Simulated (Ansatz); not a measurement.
Free-standing chains of the atoms of MnO, named by their start (strip: triangular double chain, ladder: square double chain); atoms and period are relaxed, and energies count from relaxed bulk MnO (Fm-3m, 10.96 Å³/atom, gap on the mesh 0.00 eV).

All numbers below come from Ansatz, DFT PBE, scalar-relativistic, plane waves, PAW.

Cutoff 420 eV, Gaussian smearing of 0.05 eV, energies at zero smearing, symmetry of each start kept, collinear spin where a moment is listed.

| start | atoms | k mesh | excess energy (eV per host atom) | period (Å) | gap on the mesh (eV) | highest filled level or Fermi level under vacuum (eV) | size of the moment (μB per cell) |
| --- | --- | --- | --- | --- | --- | --- | --- |
| linear chain | 2 | 1×1×16 | 0.605 | 3.628 | 0.51 | 3.78 | 5.00 |
| dimerised chain | 2 | 1×1×16 | 0.605 | 3.628 | 0.51 | 3.78 | 5.00 |
| zigzag chain | 2 | 1×1×18 | 0.605 | 3.612 | 0.57 | 3.83 | 5.00 |
| ladder chain | 4 | 1×1×16 | 0.387 | 3.766 | 0.47 | 3.67 | 10.00 |
| strip chain* | 2 | 1×1×30 | 0.605 | 3.607 | 0.58 | 3.83 | 5.00 |

* ends far from its start.

The program reads another magnetic order as possibly lower. Moments started parallel, and an antiferromagnetic order may lie lower.

Each run keeps its start's symmetry and one magnetic start, so lower states can exist. Rows stand on unlike meshes and boxes, so starts that end alike can differ by a few hundredths of an eV per atom.

Cost: 5 runs of about 8.2 core-minutes in all, on Intel Xeon 6975P-C (Granite Rapids) (shared hosts).